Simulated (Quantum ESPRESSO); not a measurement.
# Pb in Quantum ESPRESSO: work function with PBE

Aim: the work function of Pb with PBE.

Everything below comes from runs of Quantum ESPRESSO 7.5. Logs are shortened: lines on timing, memory, paths and dates and some standing lists are left out, and cuts for length are marked.

## Step 1: The slab as given

The cell holds a slab with vacuum, 3 atoms: a = 3.480 Å, b = 3.480 Å, c = 20.590 Å, α = 90.00°, β = 90.00°, γ = 120.00°.

## Step 2: Work function, PBE

pw.in

```
&CONTROL
  calculation = 'scf'
  prefix = 'pwscf'
  outdir = './tmp'
  pseudo_dir = './pseudo'
  tprnfor = .true.
  disk_io = 'low'
/
&SYSTEM
  ibrav = 0
  nat = 3
  ntyp = 1
  ecutwfc = 56
  nbnd = 30
  occupations = 'smearing'
  smearing = 'fd'
  degauss = 0.00367493
/
&ELECTRONS
  conv_thr = 3d-09
  electron_maxstep = 150
  mixing_beta = 0.3
  mixing_mode = 'local-TF'
/
ATOMIC_SPECIES
Pb   207.2000 Pb.upf
CELL_PARAMETERS angstrom
   3.4800006906    0.0000000000    0.0000000000
  -1.7400003453    3.0137690032    0.0000000000
   0.0000000000    0.0000000000   20.5900000000
ATOMIC_POSITIONS crystal
Pb     0.3333333333    0.6666666666    0.3642544925
Pb     0.6666666667    0.3333333334    0.5000000000
Pb     0.3333333333    0.6666666666    0.6357455075
K_POINTS automatic
9 9 1 0 0 0
```

pp_density.in

```
&INPUTPP
  prefix = 'pwscf'
  outdir = './tmp'
  filplot = 'density.dat'
  plot_num = 0
/
&PLOT
  nfile = 1
  filepp(1) = 'density.dat'
  iflag = 3
  output_format = 6
  fileout = 'density.cube'
/
```

pp_potential.in

```
&INPUTPP
  prefix = 'pwscf'
  outdir = './tmp'
  filplot = 'potential.dat'
  plot_num = 11
/
&PLOT
  nfile = 1
  filepp(1) = 'potential.dat'
  iflag = 3
  output_format = 6
  fileout = 'potential.cube'
/
```

pp_elf.in

```
&INPUTPP
  prefix = 'pwscf'
  outdir = './tmp'
  filplot = 'elf.dat'
  plot_num = 8
/
&PLOT
  nfile = 1
  filepp(1) = 'elf.dat'
  iflag = 3
  output_format = 6
  fileout = 'elf.cube'
/
```

Potentials or basis: PseudoDojo 0.4.1 SR PBE standard.

Started as:

```bash
$ OMP_NUM_THREADS=1 pw.x -in pw.in > pw.out
$ OMP_NUM_THREADS=1 pp.x -in pp_density.in > pp_density.out
$ OMP_NUM_THREADS=1 pp.x -in pp_potential.in > pp_potential.out
$ OMP_NUM_THREADS=1 pp.x -in pp_elf.in > pp_elf.out
```

pw.out:

```text
This program is part of the open-source Quantum ESPRESSO suite
     for quantum simulation of materials; please cite
[... 9 lines left out ...]
     --------------------
     sticks:   dense  smooth     PW     G-vecs:    dense   smooth      PW
     Sum         673     673    199                82577    82577   13223

     Using Slab Decomposition

     bravais-lattice index     =            0
     lattice parameter (alat)  =       6.5762  a.u.
     unit-cell volume          =    1457.2774 (a.u.)^3
     number of atoms/cell      =            3
     number of atomic types    =            1
     number of electrons       =        42.00
     number of Kohn-Sham states=           30
     kinetic-energy cutoff     =      56.0000  Ry
     charge density cutoff     =     224.0000  Ry
     scf convergence threshold =      3.0E-09
     mixing beta               =       0.3000
     number of iterations used =            8  local-TF  mixing
     Exchange-correlation= PBE
                           (   1   4   3   4   0   0   0)

     celldm(1)=   6.576248  celldm(2)=   0.000000  celldm(3)=   0.000000
     celldm(4)=   0.000000  celldm(5)=   0.000000  celldm(6)=   0.000000

     crystal axes: (cart. coord. in units of alat)
               a(1) = (   1.000000   0.000000   0.000000 )
               a(2) = (  -0.500000   0.866025   0.000000 )
               a(3) = (   0.000000   0.000000   5.916665 )

     reciprocal axes: (cart. coord. in units 2 pi/alat)
               b(1) = (  1.000000  0.577350 -0.000000 )
               b(2) = (  0.000000  1.154701  0.000000 )
               b(3) = (  0.000000 -0.000000  0.169014 )

     PseudoPot. # 1 for Pb read from file:
     Pb.upf
     Pseudo is Norm-conserving + core correction, Zval = 14.0
     Generated using ONCVPSP code by D. R. Hamann
     Using radial grid of 1678 points,  6 beta functions with:
                l(1) =   0
                l(2) =   0
                l(3) =   1
                l(4) =   1
                l(5) =   2
                l(6) =   2

     atomic species   valence    mass     pseudopotential
     Pb               14.00   207.20000     Pb( 1.00)

     12 Sym. Ops. (no inversion) found

   Cartesian axes

     site n.     atom                  positions (alat units)
         1        Pb     tau(   1) = (   0.0000000   0.5773503   2.1551720  )
         2        Pb     tau(   2) = (   0.5000000   0.2886751   2.9583327  )
         3        Pb     tau(   3) = (   0.0000000   0.5773503   3.7614935  )

     number of k points=    12  Fermi-Dirac smearing, width (Ry)=  0.0037
                       cart. coord. in units 2pi/alat
        k(    1) = (   0.0000000   0.0000000   0.0000000), wk =   0.0246914
        k(    2) = (   0.0000000   0.1283001   0.0000000), wk =   0.1481481
        k(    3) = (   0.0000000   0.2566001   0.0000000), wk =   0.1481481
        k(    4) = (   0.0000000   0.3849002   0.0000000), wk =   0.1481481
        k(    5) = (   0.0000000   0.5132002   0.0000000), wk =   0.1481481
        k(    6) = (   0.1111111   0.1924501   0.0000000), wk =   0.1481481
        k(    7) = (   0.1111111   0.3207501   0.0000000), wk =   0.2962963
        k(    8) = (   0.1111111   0.4490502   0.0000000), wk =   0.2962963
        k(    9) = (   0.1111111   0.5773503   0.0000000), wk =   0.1481481
        k(   10) = (   0.2222222   0.3849002   0.0000000), wk =   0.1481481
        k(   11) = (   0.2222222   0.5132002   0.0000000), wk =   0.2962963
        k(   12) = (   0.3333333   0.5773503   0.0000000), wk =   0.0493827

     Dense  grid:    82577 G-vectors     FFT dimensions: (  32,  32, 192)

     Initial potential from superposition of free atoms

     starting charge      41.9936, renormalised to      42.0000

     negative rho (up, down):  1.231E-05 0.000E+00
     Starting wfcs are   27 randomized atomic wfcs +    3 random wfcs

     Self-consistent Calculation

     iteration #  1     ecut=    56.00 Ry     beta= 0.30
     Davidson diagonalization with overlap
     ethr =  1.00E-02,  avg # of iterations =  7.3

     Threshold (ethr) on eigenvalues was too large:
     Diagonalizing with lowered threshold

     Davidson diagonalization with overlap
     ethr =  1.03E-04,  avg # of iterations =  6.7

     total energy              =    -422.26330398 Ry
     estimated scf accuracy    <       0.04436421 Ry

     iteration #  2     ecut=    56.00 Ry     beta= 0.30
     Davidson diagonalization with overlap
     ethr =  1.06E-04,  avg # of iterations =  1.2

     total energy              =    -422.25462142 Ry
     estimated scf accuracy    <       0.03087511 Ry

     iteration #  3     ecut=    56.00 Ry     beta= 0.30
     Davidson diagonalization with overlap
     ethr =  7.35E-05,  avg # of iterations =  5.0

     total energy              =    -422.25812222 Ry
     estimated scf accuracy    <       0.00146969 Ry

     iteration #  4     ecut=    56.00 Ry     beta= 0.30
     Davidson diagonalization with overlap
     ethr =  3.50E-06,  avg # of iterations =  6.8

     total energy              =    -422.25795747 Ry
     estimated scf accuracy    <       0.00103104 Ry

     iteration #  5     ecut=    56.00 Ry     beta= 0.30
     Davidson diagonalization with overlap
     ethr =  2.45E-06,  avg # of iterations =  5.6

     total energy              =    -422.25796253 Ry
     estimated scf accuracy    <       0.00041519 Ry

     iteration #  6     ecut=    56.00 Ry     beta= 0.30
     Davidson diagonalization with overlap
     ethr =  9.89E-07,  avg # of iterations =  2.1

     total energy              =    -422.25791468 Ry
     estimated scf accuracy    <       0.00017953 Ry

     iteration #  7     ecut=    56.00 Ry     beta= 0.30
     Davidson diagonalization with overlap
     ethr =  4.27E-07,  avg # of iterations =  3.8

     total energy              =    -422.25799424 Ry
     estimated scf accuracy    <       0.00005977 Ry

     iteration #  8     ecut=    56.00 Ry     beta= 0.30
     Davidson diagonalization with overlap
     ethr =  1.42E-07,  avg # of iterations =  4.8

     negative rho (up, down):  1.116E-04 0.000E+00

     total energy              =    -422.25801131 Ry
     estimated scf accuracy    <       0.00001050 Ry

     iteration #  9     ecut=    56.00 Ry     beta= 0.30
     Davidson diagonalization with overlap
     ethr =  2.50E-08,  avg # of iterations =  4.1

     negative rho (up, down):  2.414E-05 0.000E+00

     total energy              =    -422.25802189 Ry
     estimated scf accuracy    <       0.00000402 Ry

     iteration # 10     ecut=    56.00 Ry     beta= 0.30
     Davidson diagonalization with overlap
     ethr =  9.58E-09,  avg # of iterations =  5.8

     negative rho (up, down):  1.366E-06 0.000E+00

     total energy              =    -422.25802210 Ry
     estimated scf accuracy    <       0.00000053 Ry

     iteration # 11     ecut=    56.00 Ry     beta= 0.30
     Davidson diagonalization with overlap
     ethr =  1.26E-09,  avg # of iterations =  1.8

     negative rho (up, down):  2.704E-06 0.000E+00

     total energy              =    -422.25802235 Ry
     estimated scf accuracy    <       0.00000009 Ry

     iteration # 12     ecut=    56.00 Ry     beta= 0.30
     Davidson diagonalization with overlap
     ethr =  2.17E-10,  avg # of iterations =  2.2

     negative rho (up, down):  2.046E-06 0.000E+00

     total energy              =    -422.25802244 Ry
     estimated scf accuracy    <       0.00000003 Ry

     iteration # 13     ecut=    56.00 Ry     beta= 0.30
     Davidson diagonalization with overlap
     ethr =  7.22E-11,  avg # of iterations =  2.0

     total energy              =    -422.25802233 Ry
     estimated scf accuracy    <          5.5E-09 Ry

     iteration # 14     ecut=    56.00 Ry     beta= 0.30
     Davidson diagonalization with overlap
     ethr =  1.31E-11,  avg # of iterations =  2.2

     End of self-consistent calculation

          k = 0.0000 0.0000 0.0000 ( 10299 PWs)   bands (ev):

   -14.6018 -14.5957 -14.5556 -14.5556 -14.5456 -14.5456 -14.4547 -14.4547
   -14.4485 -14.4256 -14.4256 -14.3471 -14.3471 -14.2162 -14.2162  -8.9755
    -7.8645  -6.2426  -0.6143   2.0934   5.0286   6.0352   7.1523   7.4516
     8.5485   8.5485   9.3150   9.3150   9.6469   9.9611

          k = 0.0000 0.1283 0.0000 ( 10277 PWs)   bands (ev):

   -14.5902 -14.5871 -14.5537 -14.5494 -14.5278 -14.5164 -14.4760 -14.4423
   -14.4399 -14.4319 -14.4213 -14.3502 -14.3337 -14.2338 -14.2162  -8.7604
    -7.6582  -6.0625  -0.3792   2.2653   5.1529   6.2042   6.4967   7.1007
     7.6243   7.6605   7.7771   8.3857   8.7559   9.8057

          k = 0.0000 0.2566 0.0000 ( 10294 PWs)   bands (ev):

   -14.6116 -14.6052 -14.5232 -14.5227 -14.4957 -14.4723 -14.4717 -14.4417
   -14.4313 -14.4297 -14.4206 -14.3115 -14.2802 -14.2691 -14.2166  -8.1174
    -7.0466  -5.5373   0.2917   2.4734   3.7982   4.1170   5.6073   5.9885
     6.5846   6.8780   7.7054   7.8398   8.2673   9.1366

          k = 0.0000 0.3849 0.0000 ( 10306 PWs)   bands (ev):

   -14.6502 -14.6340 -14.5507 -14.5425 -14.4794 -14.4788 -14.4698 -14.4311
   -14.4186 -14.3580 -14.3549 -14.2839 -14.2401 -14.2183 -14.2018  -7.0776
    -6.0835  -4.7853   0.6234   0.9479   1.9613   2.7413   4.2140   5.6369
     6.4107   6.8042   7.8171   7.8889   8.2923   9.0258

          k = 0.0000 0.5132 0.0000 ( 10312 PWs)   bands (ev):

   -14.6758 -14.6525 -14.5748 -14.5741 -14.4970 -14.4904 -14.4696 -14.4351
   -14.3872 -14.3008 -14.2974 -14.2737 -14.2205 -14.1922 -14.1464  -5.8412
    -5.0682  -4.4035  -0.7345  -0.5254   0.8278   2.7740   5.0032   5.1251
     5.4836   6.3057   7.7971   8.3935   8.4850   9.2025

          k = 0.1111 0.1925 0.0000 ( 10288 PWs)   bands (ev):

   -14.5761 -14.5707 -14.5648 -14.5559 -14.4951 -14.4851 -14.4575 -14.4530
   -14.4434 -14.4334 -14.4019 -14.3532 -14.2878 -14.2578 -14.2183  -8.3310
    -7.2489  -5.7088   0.0758   2.5252   4.7776   4.8890   5.4823   6.0453
     6.6271   7.2310   7.4664   7.8112   8.1393   8.4775

          k = 0.1111 0.3208 0.0000 ( 10301 PWs)   bands (ev):

   -14.6032 -14.5944 -14.5379 -14.5280 -14.5052 -14.5002 -14.4637 -14.4369
   -14.4136 -14.3969 -14.3752 -14.3070 -14.2767 -14.2226 -14.2152  -7.4861
    -6.4560  -5.0551   0.8824   1.7650   2.8291   3.3453   4.0214   5.4993
     5.6721   6.5661   7.1857   7.5196   8.1223   8.8684

          k = 0.1111 0.4491 0.0000 ( 10327 PWs)   bands (ev):

   -14.6348 -14.6155 -14.5597 -14.5594 -14.4981 -14.4712 -14.4672 -14.4447
   -14.4032 -14.3440 -14.3274 -14.2731 -14.2300 -14.2271 -14.1657  -6.3109
    -5.4172  -4.4001  -0.0953   0.3508   1.6966   2.3679   3.8736   4.8885
     5.0073   6.3890   6.5243   8.1817   8.5455   9.5599

          k = 0.1111 0.5774 0.0000 ( 10340 PWs)   bands (ev):

   -14.6471 -14.6234 -14.5775 -14.5699 -14.4957 -14.4742 -14.4724 -14.4471
   -14.3808 -14.3127 -14.3118 -14.2718 -14.2308 -14.1863 -14.1583  -5.3913
    -4.7744  -4.4321  -0.6471  -0.6391   0.6238   3.1836   3.6005   4.5446
     5.4449   5.5290   6.3759   8.5013   9.1187   9.9173

          k = 0.2222 0.3849 0.0000 ( 10320 PWs)   bands (ev):

   -14.5756 -14.5604 -14.5424 -14.5351 -14.5241 -14.5066 -14.4754 -14.4565
   -14.3803 -14.3779 -14.3337 -14.2960 -14.2693 -14.2349 -14.1691  -6.4899
    -5.5623  -4.4359   0.8558   1.0701   1.6239   2.3004   3.5707   3.7588
     4.9061   5.2167   6.7798   8.2073   8.4387   9.7208

          k = 0.2222 0.5132 0.0000 ( 10352 PWs)   bands (ev):

   -14.5791 -14.5753 -14.5452 -14.5349 -14.5000 -14.4780 -14.4750 -14.4514
   -14.3689 -14.3684 -14.3421 -14.2706 -14.2483 -14.2344 -14.1761  -5.3439
    -4.6978  -4.2313  -0.0462   0.0992   0.9979   2.2309   2.5000   3.5478
     4.0579   5.8632   5.8868   8.7459   9.0709   9.5232

          k = 0.3333 0.5774 0.0000 ( 10374 PWs)   bands (ev):

   -14.5796 -14.5594 -14.5065 -14.5003 -14.4975 -14.4532 -14.4420 -14.4360
   -14.4342 -14.4323 -14.2817 -14.2706 -14.2641 -14.2588 -14.2041  -4.5378
    -4.5348  -4.3699   0.1155   0.5098   0.9062   1.2266   1.7880   2.6972
     4.1645   5.4693   6.3070   8.1597   9.6125   9.6609

     the Fermi energy is     2.4846 ev

!    total energy              =    -422.25802236 Ry
     estimated scf accuracy    <          1.5E-09 Ry
     smearing contrib. (-TS)   =      -0.00197034 Ry
     internal energy E=F+TS    =    -422.25605203 Ry

     The total energy is F=E-TS. E is the sum of the following terms:
     one-electron contribution =   -1508.54685456 Ry
     hartree contribution      =     771.33279992 Ry
     xc contribution           =    -119.89035930 Ry
     ewald contribution        =     434.84836191 Ry

     convergence has been achieved in  14 iterations

     Forces acting on atoms (cartesian axes, Ry/au):

     atom    1 type  1   force =     0.00000000   -0.00000000   -0.00900890
     atom    2 type  1   force =     0.00000000   -0.00000000    0.00000000
     atom    3 type  1   force =     0.00000000    0.00000000    0.00900890

     Total force =     0.012741     Total SCF correction =     0.000205

=------------------------------------------------------------------------------=
   JOB DONE.
=------------------------------------------------------------------------------=
```

Run time: 95 s. Hardware: 1 thread of Intel Xeon Platinum 8375C at 2.90GHz (Ice Lake), shared host; peak memory 0.19 GiB.

What came out:

| Item | Value |
| --- | --- |
| Free energy | -5745.1131 eV |
| Largest force | 0.232 eV/Å |
| Band gap on the k mesh | none (metal or under the smearing width) |
| Work function of the upper face | 3.98 eV |
| Work function of the lower face | 3.98 eV |

Forces on the atoms (eV/Å):
```
Pb   0.000  0.000 -0.232
Pb   0.000  0.000  0.000
Pb   0.000  0.000  0.232
```

Levels at points of the mesh, in eV from the Fermi level:
| k point | band 18 | band 19 | band 20 | band 21 | band 22 | band 23 | band 24 | band 25 |
| --- | --- | --- | --- | --- | --- | --- | --- | --- |
| (0.00, 0.00, 0.00) | -8.73 | -3.10 | -0.39 | 2.54 | 3.55 | 4.67 | 4.97 | 6.06 |

Spin-orbit coupling is left out, which matters for the levels of Pb.
